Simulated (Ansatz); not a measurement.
KCl (Fm-3m)

Method: DFT PBE, scalar-relativistic, plane waves, PAW in Ansatz 0.2.0.

Settings: cutoff 420 eV, Γ-centred mesh 6×6×6 on the computed 2-atom cell, Gaussian smearing of 0.02 eV; no spin polarisation.

The structure is relaxed at this level of theory with its symmetry kept.

```yaml
crystal:
  lattice:
    - [0.00000, 3.18918, 3.18918]
    - [3.18918, 0.00000, 3.18918]
    - [3.18918, 3.18918, 0.00000]
  atoms:
    - { symbol: K, position: [0.00000, 0.00000, 0.00000] }
    - { symbol: Cl, position: [0.50000, 0.50000, 0.50000] }
```

```
Space group                                                       : Fm-3m (No. 225)
Volume per atom                                                   : 32.44 Å³
Formation energy from the elements' standard states (uncorrected) : -1.999 eV/atom
Kohn–Sham band gap                                                : 5.05 eV
Löwdin character of the top 1 eV of the valence band              : Cl 3p 96 %
Löwdin character of the lowest 1 eV of the conduction band        : K 4s 78 %, Cl 3s 14 %
Bader charges (e)                                                 : K (1 in the cell) 0.84, Cl (1 in the cell) -0.84
```